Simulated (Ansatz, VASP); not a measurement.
## One calculation of MoS2, two programs

```
CELL_PARAMETERS angstrom
3.22746 0.00000 0.00000
-1.61373 2.79507 0.00000
0.00000 0.00000 6.31247
ATOMIC_POSITIONS crystal
Mo 0.00000 0.00000 0.50000
S 0.66667 0.33333 0.74468
S 0.33333 0.66667 0.25532
```

Measurements of this composition are mostly on another form, of space group No. 194.

Alike in both runs: functional PBEsol; k mesh 9 × 9 × 4; occupations fermi-dirac, width 0.05 eV; no spin polarisation; Hubbard terms Mo d U = 1.0 eV.

```csv
,VASP,Ansatz
version,VASP 6.6.1,Ansatz 0.2.0
potentials or method,"VASP PAW PBE potentials, release 64 (Mo_sv, S)",Ansatz PAW
plane-wave cutoff (eV),520,420
valence electrons in the cell,26,26
task,single point,band structure
```

|  | VASP | Ansatz | Ansatz less VASP |
| --- | --- | --- | --- |
| gap on the k mesh at the Fermi level (eV) | none | none | - |
| pressure (GPa) | -2.9 | -3.5 | -0.56 |
| largest component of the traceless stress (GPa) | 2.39 | 2.44 | +0.049 |
| rms of the force components (eV/Å) | 0.034 | 0.006 | -0.0281 |

The programs project onto different local orbitals, so the same U acts differently. Atom by atom the forces differ by 0.028 eV/Å (rms over components). A gap of «none» marks a metal or a gap that the smearing closes.

Caveats: this functional lacks dispersion, which binds the layers, so the pressure and a relaxed spacing across them are unreliable; U without spin polarisation on a metal has little footing; the PAW data sets were made with another functional, which shifts forces and pressure a little (VASP); the PAW data sets come from PBE, with cores solved anew for the run's functional, which leaves a small shift of forces and pressure (Ansatz).
